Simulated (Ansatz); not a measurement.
# Te (R-3m) in Ansatz: convergence with dr2 threshold

Aim: find how far dr2 threshold must go before the results for Te settle, at LDA. This setting moves, with any that are tied to it; all else stays.

Program: Ansatz 0.2.0. These are calculated values, not measurements. Logs are shortened: lines on timing, memory, paths and dates and some standing lists are left out, and cuts for length are marked.

**1. The structure**

It takes space group R-3m (No. 166, trigonal). The conventional cell has a = 4.612 Å, b = 4.612 Å, c = 5.073 Å, α = 90.00°, β = 90.00°, γ = 120.00°. Around Te (site symmetry -3m) lie 6 Te at 3.15 Å.

This isn't the form of Te at room conditions, which is trigonal, of chains.

**2. With dr2 threshold 0.001**

File input.yaml:

```yaml
crystal:
  lattice:
    - [2.3059043427, 1.331314493, 1.6909537039]
    - [-2.3059043427, 1.331314493, 1.6909537039]
    - [0.0, -2.662628986, 1.6909537039]
  atoms:
    - { symbol: Te, position: [0.5, 0.5, 0.5] }
kpoints:
  mp_grid: { grid: [9, 9, 9] }
scf:
  occupations: { method: fermi_dirac, width: 0.05 }
  convergence: { dr2_threshold: 0.001 }
hamiltonian:
  xc: lda
  pseudopotentials: { kind: all_electron, lapw: { basis_error: 0.001 } }
output:
  forces: true
  stress: true
  eigenvalues: true
```

Potentials or basis: all-electron LAPW, scalar-relativistic.

The run is started by

```sh
ansatz run input.yaml --threads 1 --pin off --max-ram 3072MiB --backend cpu --events-out ev --progress --plain --runs-dir out
```

Wall time 4.5 s (1 thread of Intel Xeon at 2.70GHz, shared host); peak memory 0.28 GiB.

What came out:

```yaml
Free_energy: -184731.7552 eV
Pressure: -1.1 GPa
Band_gap_on_the_k_mesh: none (metal or under the smearing width)
```

**3. With dr2 threshold 0.0001**

Changes to input.yaml since step 2:

```diff
@@ -11,3 +11,3 @@
   occupations: { method: fermi_dirac, width: 0.05 }
-  convergence: { dr2_threshold: 0.001 }
+  convergence: { dr2_threshold: 0.0001 }
 hamiltonian:
```

Potentials or basis: all-electron LAPW, scalar-relativistic.

The run is started by

```sh
ansatz run input.yaml --threads 1 --pin off --max-ram 3072MiB --backend cpu --events-out ev --progress --plain --runs-dir out
```

Run time: 8 s. Hardware: 1 thread of Intel Xeon at 2.70GHz, shared host; peak memory 0.28 GiB.

Results:

| Property | Result |
| --- | --- |
| Free energy | -184731.7555 eV |
| Pressure | -1.1 GPa |
| Band gap on the k mesh | none (metal or under the smearing width) |

**4. With dr2 threshold 1e-05**

Changes to input.yaml since step 3:

```diff
@@ -11,3 +11,3 @@
   occupations: { method: fermi_dirac, width: 0.05 }
-  convergence: { dr2_threshold: 0.0001 }
+  convergence: { dr2_threshold: 1.0e-05 }
 hamiltonian:
```

The run is started by

```sh
ansatz run input.yaml --threads 1 --pin off --max-ram 3072MiB --backend cpu --events-out ev --progress --plain --runs-dir out
```

Run time: 6.6 s. Hardware: 1 thread of Intel Xeon at 2.70GHz, shared host; peak memory 0.28 GiB.

Results:

* Free energy: -184731.7555 eV
* Pressure: -1.1 GPa
* Band gap on the k mesh: none (metal or under the smearing width)

**5. With dr2 threshold 1e-06**

Changes to input.yaml since step 4:

```diff
@@ -11,3 +11,3 @@
   occupations: { method: fermi_dirac, width: 0.05 }
-  convergence: { dr2_threshold: 1.0e-05 }
+  convergence: { dr2_threshold: 1.0e-06 }
 hamiltonian:
```

The run is started by

```sh
ansatz run input.yaml --threads 1 --pin off --max-ram 3072MiB --backend cpu --events-out ev --progress --plain --runs-dir out
```

Wall time 8.1 s (1 thread of Intel Xeon at 2.70GHz, shared host); peak memory 0.28 GiB.

Results:

- Free energy: -184731.7555 eV
- Pressure: -1.1 GPa
- Band gap on the k mesh: none (metal or under the smearing width)

**6. With dr2 threshold 1e-07**

Changes to input.yaml since step 5:

```diff
@@ -11,3 +11,3 @@
   occupations: { method: fermi_dirac, width: 0.05 }
-  convergence: { dr2_threshold: 1.0e-06 }
+  convergence: { dr2_threshold: 1.0e-07 }
 hamiltonian:
```

Potentials or basis: all-electron LAPW, scalar-relativistic.

The run is started by

```sh
ansatz run input.yaml --threads 1 --pin off --max-ram 3072MiB --backend cpu --events-out ev --progress --plain --runs-dir out
```

It took 6.3 s on 1 thread of Intel Xeon at 2.70GHz, shared host; peak memory 0.28 GiB.

Results:

* Free energy: -184731.7555 eV
* Pressure: -1.1 GPa
* Band gap on the k mesh: none (metal or under the smearing width)

**7. With dr2 threshold 1e-08**

Changes to input.yaml since step 6:

```diff
@@ -11,3 +11,3 @@
   occupations: { method: fermi_dirac, width: 0.05 }
-  convergence: { dr2_threshold: 1.0e-07 }
+  convergence: { dr2_threshold: 1.0e-08 }
 hamiltonian:
```

The run is started by

```sh
ansatz run input.yaml --threads 1 --pin off --max-ram 3072MiB --backend cpu --events-out ev --progress --plain --runs-dir out
```

Run time: 6.4 s. Hardware: 1 thread of Intel Xeon at 2.70GHz, shared host; peak memory 0.28 GiB.

The run converged. Its results:

```
Free energy            : -184731.7555 eV
Pressure               : -1.1 GPa
Band gap on the k mesh : none (metal or under the smearing width)
```

**8. With dr2 threshold 1e-10**

Changes to input.yaml since step 7:

```diff
@@ -11,3 +11,3 @@
   occupations: { method: fermi_dirac, width: 0.05 }
-  convergence: { dr2_threshold: 1.0e-08 }
+  convergence: { dr2_threshold: 1.0e-10 }
 hamiltonian:
```

Potentials or basis: all-electron LAPW, scalar-relativistic.

The run is started by

```sh
ansatz run input.yaml --threads 1 --pin off --max-ram 3072MiB --backend cpu --events-out ev --progress --plain --runs-dir out
```

Standard output:

```text
Warning: RAYON_NUM_THREADS=1 ignored (pool sized by the plan → 1); use --threads N
LAPW: plane waves up to 6.863 Å⁻¹, error target 1.0e-3 eV per atom; small_component_spin mean_spin; Te in spheres of 1.577 Å, 24 of its electrons in bands, Dirac shells [] (how accurate: hamiltonian.pseudopotentials.lapw.basis_error, Limitations)
Engine: ansatz 0.2.0, x86_64-unknown-linux-gnu
Pseudopotentials: kind: all_electron
Pseudopotential: Te, LAPW, valence charge 24, lapw/all_electron/scalar/gaussian/Te, Koelling and Harmon's equation, gaussian nucleus
Functional definition: SPW92
  exchange = slater_x
  correlation = pw_c
Crystal: 1 atoms, lattice volume = 31.146 Å³
Basis set: ecut = 179.42837394398657 eV, 171 PW (Γ), exchange–correlation at level 2
Bands: 16, of which v1, the nominal top of the filled ones, is band 12 counted from 1 (11 counted from 0)
Symmetry: 12 space group operations
Space group: R-3m (ITA 166), of the structure as read, at distance tolerance 3.1e-5 Å
k-points: 85 of 729
Non-local potential: Te, projectors of the file, none
Initial density: superposition of atomic densities (chi_scale 0.1, normalization cell)
Initial wavefunctions: plane waves of lowest kinetic energy (no species holds an atomic orbital)
Functional: x = slater, c = lda
iter 1 solved again at ethr=5.23e-5 eV; its pass at ethr=1.00e-1 eV (dr2=1.26e-2 eV) is discarded
SCF iter   1: F=—  HF=-184731.758651 eV  |F-HF|=—  |Δ(HF+E_count)|=         —  Δρ=7.60e-3  dr2=1.25e-2  ethr=5.23e-5  ⟨swp⟩=3.2  Hψ=9840  notcnv=0
preconditioner: auto → none  [metal: Δε(μ)=0.018 eV  Ē_g=12.274 eV  σ=0.050 eV  W_gap=0.09  n_scr=6 (ndim 8)  ℏωp=16.3 eV  f_vac=0.042  D(μ)=0.66/eV (n_scr^D=0)  sad-step TF]
SCF iter   2: F=—  HF=-184731.755936 eV  |F-HF|=—  |Δ(HF+E_count)|=   2.71e-3  Δρ=5.03e-3  dr2=6.59e-3  ethr=5.19e-5  ⟨swp⟩=2.0  Hψ=3840  notcnv=0
iter 3 solved again at ethr=5.38e-7 eV; its pass at ethr=2.75e-5 eV (dr2=1.29e-4 eV) is discarded
SCF iter   3: F=—  HF=-184731.755699 eV  |F-HF|=—  |Δ(HF+E_count)|=   2.37e-4  Δρ=7.71e-4  dr2=1.29e-4  ethr=5.38e-7  ⟨swp⟩=2.0  Hψ=6575  notcnv=0
SCF iter   4: F=—  HF=-184731.755476 eV  |F-HF|=—  |Δ(HF+E_count)|=   2.23e-4  Δρ=1.21e-4  dr2=4.20e-6  ethr=5.38e-7  ⟨swp⟩=2.0  Hψ=3840  notcnv=0
SCF iter   5: F=—  HF=-184731.755475 eV  |F-HF|=—  |Δ(HF+E_count)|=   5.37e-7  Δρ=2.76e-5  dr2=1.95e-7  ethr=1.75e-8  ⟨swp⟩=2.0  Hψ=3840  notcnv=0
SCF iter   6: F=—  HF=-184731.755475 eV  |F-HF|=—  |Δ(HF+E_count)|=   1.73e-7  Δρ=2.86e-6  dr2=2.12e-9  ethr=8.13e-10  ⟨swp⟩=2.6  Hψ=3894  notcnv=0
SCF iter   7: F=-184731.755475 eV  HF=-184731.755475 eV  |F-HF|=0.00e0  |Δ(HF+E_count)|=   1.31e-9  Δρ=1.87e-7  dr2=9.04e-12  ethr=8.84e-12  ⟨swp⟩=3.0  Hψ=3987  notcnv=0
SCF 1 converged in 7 iterations: F = -184731.755475 eV  dr2 = 9.04e-12
SCF converged after 7 iterations
Free energy (F): -184731.755475 eV
Harris-Foulkes:  -184731.755475 eV  (|F-HF|=0.00e0)
Internal energy: -184731.750122 eV  (E = F + TS)
E sigma→0 (E₀):  -184731.752798 eV
Entropy (-TS):   -0.005354 eV (-5.354 meV/atom)
Fermi energy:    12.022038 eV
--- Per-component energies (eV) ---
  E_band       = -1096.206288
  E_kinetic    = 195042.618194
  E_xc         = -4636.517401
  E_electrostatic = -375137.850914  (all electrons and nuclei)
  E_smearing   = -0.005354  (= −TS)
  E_closure    = 0.000000  (closes the sum)
  E_atoms      = -184727.977808  (free atoms, spherical and without spin; not in F)
  Σ components = -184731.755475   (vs F -184731.755475, Δ=0.00e0)
  Basis errors (estimates in eV, not in F): energy 3.2e-4 per atom: plane waves 3.1e-4 (1.7e-4 summed), levels above the bands 7.2e-69, relativity 3.1e-9, radial functions 1.6e-5, core shells 2.6e-10; eigenvalues (radial functions only) 3.6e-6; not estimated: angular momenta, meshes, grids; target (lapw.basis_error) 1.0e-3; muffin-tin radii Te 1.577 Å
--- Forces (eV/Å), atoms counted from 1 ---
  atom   1  Te    -0.00000000    -0.00000000     0.00000000
  max |Σ_I F_I| component: 2.63e-31 eV/Å
--- Stress (GPa, compression-positive) ---
       -1.207298      -0.000000       0.000000
       -0.000000      -1.207298      -0.000000
        0.000000       0.000000      -0.805100
  P = ⅓ Tr σ = -1.0732 GPa (-10.732 kbar)
--- Band table (eV; the first three rows and the last of 85) ---
  k-point 0: bands = ["-147.4351", "-97.6620", "-97.6620", "-97.6289", "-25.2929", "-25.2929", "-25.2233", "-25.2233", "-25.2012", "-1.9856", "12.9832", "13.4431", "13.4431", "18.2960", "18.2960", "18.5819"]
  k-point 1: bands = ["-147.4351", "-97.6621", "-97.6620", "-97.6289", "-25.2928", "-25.2851", "-25.2251", "-25.2238", "-25.2023", "-1.8323", "11.7341", "13.2844", "13.5698", "18.4457", "18.6495", "20.2463"]
  k-point 2: bands = ["-147.4351", "-97.6623", "-97.6620", "-97.6290", "-25.2928", "-25.2658", "-25.2297", "-25.2252", "-25.2045", "-1.3942", "9.3257", "13.6119", "13.9178", "18.8742", "19.1627", "23.3263"]
  k-point 84: bands = ["-147.4350", "-97.6630", "-97.6630", "-97.6297", "-25.2643", "-25.2643", "-25.2323", "-25.1840", "-25.1839", "3.3578", "8.6790", "8.8106", "9.5591", "16.1508", "16.1942", "17.5684"]
```

It took 6.1 s on 1 thread of Intel Xeon at 2.70GHz, shared host; peak memory 0.28 GiB.

What came out:

| Item | Value |
| --- | --- |
| Free energy | -184731.7555 eV |
| Pressure | -1.1 GPa |
| Band gap on the k mesh | none (metal or under the smearing width) |

**9. Result**

| dr2 threshold | energy less the tightest run, at zero smearing (meV/atom) | SCF cycles | CPU time (s) | peak memory (GiB) |
| --- | --- | --- | --- | --- |
| 0.001 | 0.26 | 3 | 4.4 | 0.28 |
| 0.0001 | 0.00 | 5 | 7.9 | 0.28 |
| 1e-05 | 0.00 | 5 | 6.5 | 0.28 |
| 1e-06 | 0.00 | 5 | 8.1 | 0.28 |
| 1e-07 | 0.00 | 6 | 6.3 | 0.28 |
| 1e-08 | 0.00 | 6 | 6.3 | 0.28 |
| 1e-10 | 0.00 | 7 | 6.1 | 0.28 |

Against the tightest run, the energy stays within 1 meV/atom from 0.001 on. The tightest run that finished is the yardstick and may itself not be fully converged.
